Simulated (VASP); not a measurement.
V:

```
V
1.0
    -1.51435    1.51435    1.51435
     1.51435   -1.51435    1.51435
     1.51435    1.51435   -1.51435
V
1
Cartesian
  0.0000 0.0000 0.0000
```

```yaml
Program: VASP 6.6.1
Task: relaxation of cell and atoms
Functional: LDA
Potentials_or_basis: VASP PAW LDA potentials, release 64 (V_sv)
Cutoff: 600 eV
k_mesh: 10 × 10 × 10
Occupations: fermi-dirac, width 0.05 eV
Spin: collinear spin, ferromagnetic start
Starting_moments: "[2.0] μB"
```

At the start: pressure -16.7 GPa; volume 13.89 Å³/atom.

Q: Where does the relaxation end?

A: Over 4 steps the energy falls by 70.8 meV/atom and the volume is 12.63 Å³/atom (-9.1 %); space group Im-3m (No. 229, to 0.05 Å); moment 0.00 μB per cell.

Step by step:
```
step  energy change (eV)  largest force (eV/Å)  pressure (GPa)  volume (Å³)
   1              0.0000                0.0000          -16.68        13.89
   2              0.0537                0.0000           30.20        11.18
   3             -0.0707                0.0000           -0.52        12.66
   4             -0.0708                0.0000           -0.05        12.63
```

Final structure:
```
V
1.0
    -1.46698    1.46698    1.46698
     1.46698   -1.46698    1.46698
     1.46698    1.46698   -1.46698
V
1
Direct
  0.00000 0.00000 0.00000
```
